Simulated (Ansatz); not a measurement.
# Si3C: what a guessed cell relaxes into, part 2 of 2

The task: take a trial cell of Si3C to zero force and stress.

Ansatz 0.2.0; DFT PBE, scalar-relativistic, plane waves, PAW. Earlier steps stand in the parts before.

## 5. Spin check on a coarse mesh

File input.yaml:

```yaml
crystal:
  lattice:
    - [2.5226738312, -3.1915018491, 0.0]
    - [2.5226738312, 3.1915018491, 0.0]
    - [0.0, 0.0, 3.057748189]
  atoms:
    - { symbol: Si, position: [0.0, 0.5, 0.0] }
    - { symbol: Si, position: [0.0, 0.0, 0.5] }
    - { symbol: Si, position: [0.5, 0.0, 0.0] }
    - { symbol: C, position: [0.5, 0.5, 0.5], spin: 1.0 }
basis:
  ecutwfc: 420
kpoints:
  mp_grid: { grid: [4, 4, 6] }
hamiltonian:
  xc: pbe
scf:
  occupations: { method: gaussian, width: 0.1 }
  lower_state_search: "off"
output:
  forces: true
  stress: true
  eigenvalues: true
  populations: true
magnetization:
  spin_polarized: true
```

The run is started by

```console
$ ansatz run input.yaml --threads 1 --pin off --max-ram 2560MiB --backend cpu --events-out ev --progress --plain --runs-dir out
```

Output, shortened:

```text
[...]
SCF converged after 18 iterations
Magnetization: -0.0000 μB (8.0000 up, 8.0000 down)
Absolute magnetization: 0.0000 μB (∫|ρ↑−ρ↓|, with the PAW one-centre terms)
Spin contamination: 0.0000 ħ² per cell (⟨S²⟩ above its minimum at these occupations)
Per-site moments (μB) at R_I (Å): [(1.6787264098941487e-8, 1.04060295537), (-2.863815926129326e-7, 1.04060295537), (1.6787264112323505e-8, 1.04060295537), (-3.477079941077425e-6, 1.04060295537)]
Free energy (F): -2152.920722 eV
[...]
E sigma→0 (E₀):  -2152.916681 eV
Entropy (-TS):   -0.008082 eV (-2.021 meV/atom)
Fermi energy:    10.758459 eV
[...]
--- Forces (eV/Å), atoms counted from 1 ---
  atom   1  Si    -0.00000000    -0.00000000     0.00000000
  atom   2  Si    -0.00000000     0.00000000     0.00000000
  atom   3  Si     0.00000000     0.00000000     0.00000000
  atom   4  C     -0.00000000     0.00000000     0.00000000
[...]
--- Stress (GPa, compression-positive) ---
       -0.051187       0.000000       0.000000
        0.000000       0.005085       0.000000
        0.000000       0.000000       0.235669
  P = ⅓ Tr σ = 0.0632 GPa (0.632 kbar)
--- Band table (eV; the first three rows and the last of 56) ---
  k-point 0 ↑: bands = ["-4.4601", "2.9959", "4.1941", "4.4457", "5.3408", "7.9141", "8.8967", "9.4041", "13.2141", "13.9567", "13.9628", "16.5685", "17.4666"]
[...]
--- Löwdin populations: 4 sites ---
  site symbol       q [e]    m [muB]
     0     Si      3.6376     0.0000
     1     Si      3.7623    -0.0000
     2     Si      3.6376     0.0000
     3      C      4.6247    -0.0000
  spilling = 0.021108 (of n_electrons = 16.000000)
```

It took 10 s on 1 thread of Intel Xeon at 2.50GHz (Skylake/Cascade Lake), shared host; peak memory 0.34 GiB.

Per atom:

| atom | Löwdin electrons |
| --- | --- |
| Si1 | 3.64 |
| Si2 | 3.76 |
| Si3 | 3.64 |
| C4 | 4.62 |

The Löwdin counts miss 0.34 of the 16 electrons, which the atomic orbitals do not span, so they are no charges.

The same cell is solved with trial moments on C. The largest site moment that stays is 0.00 μB and the cell's total 0.00 μB. The workflow keeps spin only above 0.25 μB on a site, so the next run goes without spin.

## 6. Relaxation on the finer mesh

The end of the coarse run is made exact in the group found at a tolerance of 0.06 Å and reduced to its primitive cell.

File input.yaml:

```yaml
crystal:
  lattice:
    - [2.5226738312, -3.1915018491, 0.0]
    - [2.5226738312, 3.1915018491, 0.0]
    - [0.0, 0.0, 3.057748189]
  atoms:
    - { symbol: Si, position: [0.0, 0.5, 0.0] }
    - { symbol: Si, position: [0.0, 0.0, 0.5] }
    - { symbol: Si, position: [0.5, 0.0, 0.0] }
    - { symbol: C, position: [0.5, 0.5, 0.5] }
basis:
  ecutwfc: 420
kpoints:
  mp_grid: { grid: [12, 12, 16] }
hamiltonian:
  xc: pbe
scf:
  occupations: { method: gaussian, width: 0.1 }
output:
  forces: true
  stress: true
  eigenvalues: true
  write_density: true
  write_potential: true
  elf: true
  volumetric_format: npy
relax:
  adjacent_minimum: "off"
  f_tol: 0.01
  max_steps: 80
  cell: { stress_tol: 0.05 }
```

The run is started by

```console
$ ansatz run input.yaml --threads 1 --pin off --max-ram 2560MiB --backend cpu --events-out ev --progress --plain --runs-dir out
```

Output:

```text
Warning: RAYON_NUM_THREADS=1 ignored (pool sized by the plan → 1); use --threads N
[... 9 set-up lines as earlier in the session ...]
Crystal: 4 atoms, lattice volume = 49.237 Å³
Basis set: ecut = 420 eV, 985 PW (Γ), exchange–correlation on 60×60×48 points (8 copies of the dense FFT grid, shifted against one another)
Bands: 12, of which v1, the nominal top of the filled ones, is band 8 counted from 1 (7 counted from 0)
[... 1 set-up line as earlier in the session ...]
Space group: Cmmm (ITA 65), of the structure as read, at distance tolerance 3.7e-5 Å
k-points: 387 of 2304
[... 8 set-up lines as earlier in the session ...]
SCF iter   1: F=—  HF=-2152.920896 eV  |F-HF|=—  |Δ(HF+E_count)|=         —  Δρ=5.74e-3  dr2=1.98e-2  ethr=1.77e-3  ⟨swp⟩=5.4  Hψ=67710  notcnv=0  defer=27
automatic band count: the SCF goes on with 16 bands, as 12 were too few: the levels above may hold too much charge
preconditioner: auto → none  [metal: Δε(μ)=0.004 eV  Ē_g=10.534 eV  σ=0.100 eV  W_gap=0.02  n_scr=8 (ndim 8)  ℏωp=21.2 eV  f_vac=0.000  D(μ)=1.63/eV (n_scr^D=8)  sad-step TF]
SCF iter   2: F=—  HF=-2152.918994 eV  |F-HF|=—  |Δ(HF+E_count)|=   1.90e-3  Δρ=3.80e-3  dr2=9.77e-3  ethr=1.24e-4  ⟨swp⟩=1.0  Hψ=9288  notcnv=0  defer=58
SCF iter   3: F=—  HF=-2152.917163 eV  |F-HF|=—  |Δ(HF+E_count)|=   1.83e-3  Δρ=4.58e-4  dr2=1.89e-4  ethr=6.11e-5  ⟨swp⟩=2.2  Hψ=7582  notcnv=0  defer=58
SCF iter   4: F=—  HF=-2152.917132 eV  |F-HF|=—  |Δ(HF+E_count)|=   3.09e-5  Δρ=1.47e-4  dr2=4.29e-6  ethr=1.18e-6  ⟨swp⟩=2.2  Hψ=7870  notcnv=0  defer=58
SCF iter   5: F=—  HF=-2152.917134 eV  |F-HF|=—  |Δ(HF+E_count)|=   2.25e-6  Δρ=2.54e-5  dr2=6.41e-7  ethr=2.68e-8  ⟨swp⟩=2.7  Hψ=8544  notcnv=0  defer=58
SCF iter   6: F=-2152.917134 eV  HF=-2152.917134 eV  |F-HF|=6.79e-8  |Δ(HF+E_count)|=   1.01e-7  Δρ=8.67e-6  dr2=8.18e-8  ethr=6.25e-10  ⟨swp⟩=11.0  Hψ=38120  notcnv=0
SCF 1 converged in 6 iterations: F = -2152.917134 eV  dr2 = 8.18e-8
relax step   1: F+E_penalty+E_count = -2152.91713427 eV  Δ(F+E_penalty+E_count) = +0.000e0 eV  max|allowed force component| = 3.112e-31 eV/Å  Δτ_max = 0.0000 Å  P = -0.320 GPa  Ω = 49.237 Å³  (6 SCF iters, dr2 threshold 1.00e-7 eV, accepted)
Crystal: 4 atoms, lattice volume = 49.181 Å³
Basis set: ecut = 420 eV, 973 PW (Γ), exchange–correlation on 60×60×48 points (8 copies of the dense FFT grid, shifted against one another)
Bands: 16, of which v1, the nominal top of the filled ones, is band 8 counted from 1 (7 counted from 0)
[... 2 set-up lines as earlier in the session ...]
iter 1 solved again at ethr=8.98e-6 eV; its pass at ethr=3.10e-3 eV (dr2=1.44e-3 eV) is discarded
SCF iter   1: F=—  HF=-2152.927216 eV  |F-HF|=—  |Δ(HF+E_count)|=         —  Δρ=1.63e-3  dr2=1.24e-3  ethr=8.98e-6  ⟨swp⟩=1.7  Hψ=42503  notcnv=0
preconditioner: auto → none  [metal: Δε(μ)=0.003 eV  Ē_g=10.554 eV  σ=0.100 eV  W_gap=0.02  n_scr=8 (ndim 8)  ℏωp=21.2 eV  f_vac=0.000  D(μ)=1.73/eV (n_scr^D=10)]
SCF iter   2: F=—  HF=-2152.927017 eV  |F-HF|=—  |Δ(HF+E_count)|=   1.99e-4  Δρ=7.13e-4  dr2=1.52e-4  ethr=7.73e-6  ⟨swp⟩=1.1  Hψ=6419  notcnv=0
SCF iter   3: F=—  HF=-2152.927023 eV  |F-HF|=—  |Δ(HF+E_count)|=   6.60e-6  Δρ=1.50e-4  dr2=6.02e-6  ethr=9.52e-7  ⟨swp⟩=1.0  Hψ=6192  notcnv=0
iter 4 did not close the SCF: its close was put off for the readings that it lacked (scf_convergence_deferred on its scf_iter line)
SCF iter   4: F=-2152.927025 eV  HF=-2152.927025 eV  |F-HF|=6.10e-9  |Δ(HF+E_count)|=   1.42e-6  Δρ=9.30e-6  dr2=3.25e-8  ethr=3.76e-8  ⟨swp⟩=1.1  Hψ=6331  notcnv=0
iter 5 did not close the SCF: its close was put off for the readings that it lacked (scf_convergence_deferred on its scf_iter line)
SCF iter   5: F=-2152.927025 eV  HF=-2152.927025 eV  |F-HF|=3.15e-10  |Δ(HF+E_count)|=   1.80e-8  Δρ=1.68e-6  dr2=1.16e-9  ethr=2.03e-10  ⟨swp⟩=2.3  Hψ=8974  notcnv=0
SCF iter   6: F=-2152.927025 eV  HF=-2152.927025 eV  |F-HF|=9.09e-12  |Δ(HF+E_count)|=  8.78e-11  Δρ=3.88e-7  dr2=3.46e-11  ethr=7.27e-12  ⟨swp⟩=4.1  Hψ=26149  notcnv=0
SCF 2 converged in 6 iterations: F = -2152.927025 eV  dr2 = 3.46e-11
relax step   2: F+E_penalty+E_count = -2152.92702471 eV  Δ(F+E_penalty+E_count) = -9.890e-3 eV  max|allowed force component| = 1.171e-30 eV/Å  Δτ_max = 0.0000 Å  P = +0.081 GPa  Ω = 49.181 Å³  energy of the carried Pulay correction = -2.228e-5 eV  (6 SCF iters, dr2 threshold 4.00e-7 eV, accepted)
Crystal: 4 atoms, lattice volume = 49.185 Å³
iter 1 solved again at ethr=8.66e-8 eV; its pass at ethr=3.10e-3 eV (dr2=1.39e-5 eV) is discarded
SCF iter   1: F=—  HF=-2152.927231 eV  |F-HF|=—  |Δ(HF+E_count)|=         —  Δρ=1.67e-4  dr2=1.50e-5  ethr=8.66e-8  ⟨swp⟩=2.4  Hψ=37024  notcnv=0
preconditioner: auto → none  [metal: Δε(μ)=0.007 eV  Ē_g=10.553 eV  σ=0.100 eV  W_gap=0.04  n_scr=8 (ndim 8)  ℏωp=21.2 eV  f_vac=0.000  D(μ)=1.71/eV (n_scr^D=10)]
SCF iter   2: F=—  HF=-2152.927227 eV  |F-HF|=—  |Δ(HF+E_count)|=   4.82e-6  Δρ=6.36e-5  dr2=1.61e-6  ethr=8.66e-8  ⟨swp⟩=1.5  Hψ=7323  notcnv=0
iter 3 did not close the SCF: its close was put off for the readings that it lacked (scf_convergence_deferred on its scf_iter line)
SCF iter   3: F=-2152.927226 eV  HF=-2152.927226 eV  |F-HF|=1.65e-9  |Δ(HF+E_count)|=   3.51e-7  Δρ=1.02e-5  dr2=2.99e-8  ethr=1.01e-8  ⟨swp⟩=1.2  Hψ=6702  notcnv=0
iter 4 did not close the SCF: its close was put off for the readings that it lacked (scf_convergence_deferred on its scf_iter line)
SCF iter   4: F=-2152.927226 eV  HF=-2152.927226 eV  |F-HF|=2.73e-11  |Δ(HF+E_count)|=   5.17e-9  Δρ=1.85e-6  dr2=1.00e-9  ethr=1.87e-10  ⟨swp⟩=2.0  Hψ=8420  notcnv=0
iter 5 did not close the SCF: its close was put off for the readings that it lacked (scf_convergence_deferred on its scf_iter line)
SCF iter   5: F=-2152.927226 eV  HF=-2152.927226 eV  |F-HF|=1.36e-12  |Δ(HF+E_count)|=  1.58e-10  Δρ=2.17e-7  dr2=1.45e-11  ethr=6.28e-12  ⟨swp⟩=2.1  Hψ=9035  notcnv=0
SCF iter   6: F=-2152.927226 eV  HF=-2152.927226 eV  |F-HF|=4.55e-13  |Δ(HF+E_count)|=  2.27e-12  Δρ=2.33e-8  dr2=2.41e-13  ethr=1.00e-12  ⟨swp⟩=4.0  Hψ=22370  notcnv=0
SCF 3 converged in 6 iterations: F = -2152.927226 eV  dr2 = 2.41e-13
relax step   3: F+E_penalty+E_count = -2152.92722616 eV  Δ(F+E_penalty+E_count) = -2.014e-4 eV  max|allowed force component| = 2.527e-31 eV/Å  Δτ_max = 0.0000 Å  P = +0.054 GPa  Ω = 49.185 Å³  energy of the carried Pulay correction = -2.624e-5 eV  (6 SCF iters, dr2 threshold 4.00e-7 eV, accepted)
[... 12 lines left out ...]
relax step   4: F+E_penalty+E_count = -2152.92820454 eV  Δ(F+E_penalty+E_count) = -9.784e-4 eV  max|allowed force component| = 1.303e-30 eV/Å  Δτ_max = 0.0000 Å  P = +0.266 GPa  Ω = 48.964 Å³  energy of the carried Pulay correction = +1.445e-4 eV  (6 SCF iters, dr2 threshold 4.00e-7 eV, accepted)
[... 12 lines left out ...]
relax step   5: F+E_penalty+E_count = -2152.92842174 eV  Δ(F+E_penalty+E_count) = -2.172e-4 eV  max|allowed force component| = 1.288e-30 eV/Å  Δτ_max = 0.0000 Å  P = -0.443 GPa  Ω = 49.301 Å³  energy of the carried Pulay correction = -1.011e-4 eV  (6 SCF iters, dr2 threshold 4.00e-7 eV, accepted)
[... 13 lines left out ...]
relax step   6: F+E_penalty+E_count = -2152.92893314 eV  Δ(F+E_penalty+E_count) = -5.114e-4 eV  max|allowed force component| = 5.824e-31 eV/Å  Δτ_max = 0.0000 Å  P = +0.079 GPa  Ω = 49.050 Å³  energy of the carried Pulay correction = +8.932e-5 eV  (6 SCF iters, dr2 threshold 4.00e-7 eV, accepted)
[... 13 lines left out ...]
relax step   7: F+E_penalty+E_count = -2152.92891651 eV  Δ(F+E_penalty+E_count) = +1.663e-5 eV  max|allowed force component| = 1.097e-30 eV/Å  Δτ_max = 0.0000 Å  P = -0.005 GPa  Ω = 49.087 Å³  energy of the carried Pulay correction = +6.112e-5 eV  (6 SCF iters, accepted)
Basis set: ecut = 420 eV, 973 PW (Γ), exchange–correlation on 54×54×48 points (8 copies of the dense FFT grid, shifted against one another)
[... 1 set-up line as earlier in the session ...]
iter 1 solved again at ethr=2.51e-7 eV; its pass at ethr=3.10e-3 eV (dr2=4.01e-5 eV) is discarded
SCF iter   1: F=—  HF=-2152.929095 eV  |F-HF|=—  |Δ(HF+E_count)|=         —  Δρ=5.37e-5  dr2=1.29e-7  ethr=2.51e-7  ⟨swp⟩=3.0  Hψ=50984  notcnv=0
SCF iter   2: F=—  HF=-2152.929076 eV  |F-HF|=—  |Δ(HF+E_count)|=   1.92e-5  Δρ=2.74e-5  dr2=3.33e-8  ethr=8.08e-10  ⟨swp⟩=2.0  Hψ=9309  notcnv=0
SCF iter   3: F=—  HF=-2152.929077 eV  |F-HF|=—  |Δ(HF+E_count)|=   3.50e-7  Δρ=1.47e-6  dr2=1.10e-9  ethr=2.08e-10  ⟨swp⟩=2.0  Hψ=9284  notcnv=0
SCF iter   4: F=—  HF=-2152.929077 eV  |F-HF|=—  |Δ(HF+E_count)|=  4.27e-11  Δρ=5.21e-7  dr2=7.96e-11  ethr=6.86e-12  ⟨swp⟩=2.0  Hψ=8793  notcnv=0
iter 5 did not close the SCF: its close was put off for the readings that it lacked (scf_convergence_deferred on its scf_iter line)
SCF iter   5: F=-2152.929077 eV  HF=-2152.929077 eV  |F-HF|=0.00e0  |Δ(HF+E_count)|=  2.23e-11  Δρ=6.47e-8  dr2=6.79e-13  ethr=1.00e-12  ⟨swp⟩=1.8  Hψ=7927  notcnv=0
SCF iter   6: F=-2152.929077 eV  HF=-2152.929077 eV  |F-HF|=9.09e-13  |Δ(HF+E_count)|=  1.36e-12  Δρ=7.51e-9  dr2=2.38e-14  ethr=1.00e-12  ⟨swp⟩=3.1  Hψ=20243  notcnv=0
SCF 8 converged in 6 iterations: F = -2152.929077 eV  dr2 = 2.38e-14
relax step   8: F+E_penalty+E_count = -2152.92907654 eV  Δ(F+E_penalty+E_count) = -1.600e-4 eV  max|allowed force component| = 1.081e-30 eV/Å  Δτ_max = 0.0000 Å  P = -0.003 GPa  Ω = 49.087 Å³  stress off target by 3.29e-2 GPa  SCF on the basis re-selected at this cell (its energy is not comparable with the rows above)  (6 SCF iters)
basis re-selected at this cell: Δ(F+E_penalty+E_count) = -1.600e-4 eV, ΔP = +0.002 GPa vs the last step (what re-selecting the basis moved, of the pressure what is left beyond the Pulay correction that the steps carried, after the strain that the cell walked since its last selection, with what the two solves' SCF thresholds leave and, on support functions, any second-order correction that the steps lacked; it is no measure of the basis error at this ecutwfc). The dense FFT grid was sized anew with the basis: this SCF ran on 27×27×24 points, the steps before it on 30×30×24, so part of this shift can come from that change (see relax.cell in the input reference). This SCF's stress stands 3.29e-2 GPa from its target on what of the cell is left free (relax.cell.stress_tol is 5.00e-2 GPa) and its largest allowed force component is 1.08e-30 eV/Å (relax.f_tol is 1.00e-2 eV/Å): within both
SCF converged after 6 iterations
Free energy (F): -2152.929077 eV
Harris-Foulkes:  -2152.929077 eV  (|F-HF|=9.09e-13)
Internal energy: -2152.921488 eV  (E = F + TS)
E sigma→0 (E₀):  -2152.925282 eV
Entropy (-TS):   -0.007588 eV (-1.897 meV/atom)
Fermi energy:    10.913281 eV
--- Per-component energies (eV) ---
  E_band       = 78.428898
  E_kinetic    = 204.760693
  E_local      = -54.220957  (includes V_loc(G=0)·N_el)
  E_nonlocal   = 103.879816
  E_hartree    = 18.095966
  E_xc         = -215.128636
  E_vxc        = -201.787782  (∫ρ·V_xc dr)
  E_paw        = -1634.166230  (= ΣΔE_a)
  E_vpaw       = -10.394827  (= ΣTr[D̂ρ^β])
  E_aug_tail   = 0.000023  (compensation charges beyond the density's cutoff)
  E_ewald      = -576.142163
  E_smearing   = -0.007588  (= −TS)
  E_closure    = 0.000000  (closes the sum)
  Σ components = -2152.929077   (vs F -2152.929077, Δ=0.00e0)
--- Forces (eV/Å), atoms counted from 1 ---
  atom   1  Si    -0.00000000     0.00000000     0.00000000
  atom   2  Si    -0.00000000     0.00000000     0.00000000
  atom   3  Si     0.00000000     0.00000000     0.00000000
  atom   4  C     -0.00000000     0.00000000     0.00000000
  max |Σ_I F_I| component: 1.99e-30 eV/Å
--- Stress (GPa, compression-positive) ---
        0.006756       0.000000       0.000000
        0.000000      -0.032886       0.000000
        0.000000       0.000000       0.016511
  P = ⅓ Tr σ = -0.0032 GPa (-0.032 kbar)
--- Band table (eV; the first three rows and the last of 387) ---
  k-point 0: bands = ["-4.4441", "3.0415", "4.3049", "4.4965", "5.4729", "8.5245", "8.5945", "9.8975", "13.1703", "13.6177", "13.7703", "16.5898", "17.2482", "17.2766", "18.4440", "18.4729"]
  k-point 1: bands = ["-4.3875", "3.0665", "4.3589", "4.5484", "5.5306", "7.8536", "8.5710", "10.3767", "13.0425", "13.5886", "14.0660", "15.9748", "16.7948", "17.4097", "17.4791", "18.4582"]
  k-point 2: bands = ["-4.2179", "3.1231", "4.5209", "4.7036", "5.7034", "6.6641", "8.7087", "10.9034", "12.4977", "13.4420", "14.7932", "15.1116", "15.7719", "16.3602", "17.7398", "17.9331"]
  k-point 386: bands = ["0.9020", "2.7678", "3.2274", "3.5044", "4.2277", "4.5127", "4.5748", "5.4833", "13.4499", "15.1412", "16.1689", "17.1603", "18.9069", "19.0769", "19.3958", "20.1519"]
--- Relaxed structure (7 steps of the walk, 7 accepted, 1 SCFs on fresh bases) ---
  F+E_penalty+E_count = -2152.92907654 eV   max|allowed force component| = 1.081e-30 eV/Å   (the final SCF, on the basis selected at the relaxed cell)
  cell:  # Å, volume = 49.0873 Å³
    - [2.5533143130983014, -3.104273114905676, 0.0]
    - [2.5533143130983014, 3.104273114905676, 0.0]
    - [0.0, 0.0, 3.0965292069356365]
  atoms:
    - { symbol: Si, position: [0.0, 0.5, 0.0] }
    - { symbol: Si, position: [3.473376229242919e-36, -4.0698198718745925e-36, 0.5] }
    - { symbol: Si, position: [0.5, 0.0, 0.0] }
    - { symbol: C, position: [0.5, 0.5, 0.5] }
```

Run time: 4.6 min. Hardware: 1 thread of Intel Xeon at 2.50GHz (Skylake/Cascade Lake), shared host; peak memory 0.59 GiB.

Step by step:

| step | energy from step 1 (eV/cell) | largest force component (eV/Å) | pressure (GPa) | volume (Å³) |
| --- | --- | --- | --- | --- |
| 1 | 0.0000 | 0.0000 | -0.32 | 49.24 |
| 2 | -0.0099 | 0.0000 | 0.08 | 49.18 |
| 3 | -0.0101 | 0.0000 | 0.05 | 49.19 |
| 4 | -0.0111 | 0.0000 | 0.27 | 48.96 |
| 5 | -0.0113 | 0.0000 | -0.44 | 49.30 |
| 6 | -0.0118 | 0.0000 | 0.08 | 49.05 |
| 7 | -0.0118 | 0.0000 | -0.01 | 49.09 |
| 8 | -0.0119 | 0.0000 | 0.00 | 49.09 |

Step 1 is the start. Step 8 repeats the geometry before it on a plane-wave basis chosen anew for that cell, so its energy need not be comparable with the rows above.

Lengths and angles in the start's conventional setting:

|  | before | after | change |
| --- | --- | --- | --- |
| a (Å) | 5.045 | 5.107 | +1.2 % |
| b (Å) | 6.383 | 6.209 | -2.7 % |
| c (Å) | 3.058 | 3.097 | +1.3 % |
| volume (Å³/atom) | 12.31 | 12.27 | -0.3 % |
| shortest distance (Å) | 2.523 | 2.537 | +0.6 % |
| space group (0.01 Å) | Cmmm | Cmmm | same |

The run keeps the 8 symmetry operations of the start, so it could not have lowered the symmetry.

The maps below are laid out on this run's own conventional cell (a, b, c = 5.107, 6.209, 3.097 Å).

Density in a lattice plane of the grid's cell (edges 5.11 and 6.21 Å, at 0.500 of the third edge), which holds Si and C.

Ten even steps from ' ' (0.05 e/Å³) to '@' (1.50 e/Å³):
```
  ....::......--**@@@@@@**--......::....
::::::::......::--++**++--::......::::::
::::..............::::::..............::
..........          ..          ........
                                        
..          ..................          
::::..............::::::..............::
**++--::......::::::::::::::......::--++
@@@@**--......::....  ....::......--**@@
@@@@##==::....::..      ..::....::==##@@
@@@@**--......::....  ....::......--**@@
**++--::......::::::::::::::......::--++
::::..............::::::..............::
..          ..................          
                                        
..........          ..          ........
::::..............::::::..............::
::::::::......::--++**++--::......::::::
  ....::......--**@@@@@@**--......::....
    ..::....::==##@@@@@@##==::....::..  
```
Columns run along the first of these edges and rows up along the second, over one cell in 20 and 20 even steps from the bottom left corner. Atoms in the plane (fractional): Si at (0.00, 0.00), Si at (0.50, 0.50), C at (0.00, 0.50), C at (0.50, 0.00).

ELF in the same plane.

Ten even steps from ' ' (0.09) to '@' (0.77):
```
==--++**++--==%%@@##++##@@%%==--++**++--
++**####++----**@@@@@@@@@@**----++####**
######++==::::--++**##**++--::::==++####
--------::::..................::::------
    ..............      ..............  
..........::::--------------::::........
##**++--::::==++##########++==::::--++**
@@@@@@**----++####**++**####++----**@@@@
++##@@%%==--++**++--==--++**++--==%%@@##
  --%%@@++--++++--==%%==--++++--++@@%%--
++##@@%%==--++**++--==--++**++--==%%@@##
@@@@@@**----++####**++**####++----**@@@@
##**++--::::==++##########++==::::--++**
..........::::--------------::::........
    ..............      ..............  
--------::::..................::::------
######++==::::--++**##**++--::::==++####
++**####++----**@@@@@@@@@@**----++####**
==--++**++--==%%@@##++##@@%%==--++**++--
%%==--++++--++@@%%--  --%%@@++--++++--==
```
Columns run along the first of these edges and rows up along the second, over one cell in 20 and 20 even steps from the bottom left corner. Atoms in the plane (fractional): Si at (0.00, 0.00), Si at (0.50, 0.50), C at (0.00, 0.50), C at (0.50, 0.00).

Both are smooth fields of the valence electrons: close to the nuclei they are not physical.

The highest ELF values outside the cores: 0.83 in the shell around C, 0.7 Å from C; 0.76 on the Si–Si line, 1.0 Å from Si.

## 7. What came out

The summary covers parts 1 to 2. Changes of volume or cell count from the first structure of part 1.

```
                              quantity                                                                      value
symmetry at the end (tolerance 0.05 Å)                                                  space group Cmmm (No. 65)
                     conventional cell  a = 5.107 Å, b = 6.209 Å, c = 3.097 Å, α = 90.00°, β = 90.00°, γ = 90.00°
                                volume                                                              12.27 Å³/atom
              energy over the elements                                                              +1.36 eV/atom
                       gap on the mesh                                                               none (metal)
```

The space group Cmmm (No. 65) is kept, and the volume per atom shrinks by 15.9 % from the first guess. With a positive formation energy it can't be a ground state. No finished test with a distortion of lower symmetry is shown, so the end may be a saddle point. Other magnetic orders were not searched.
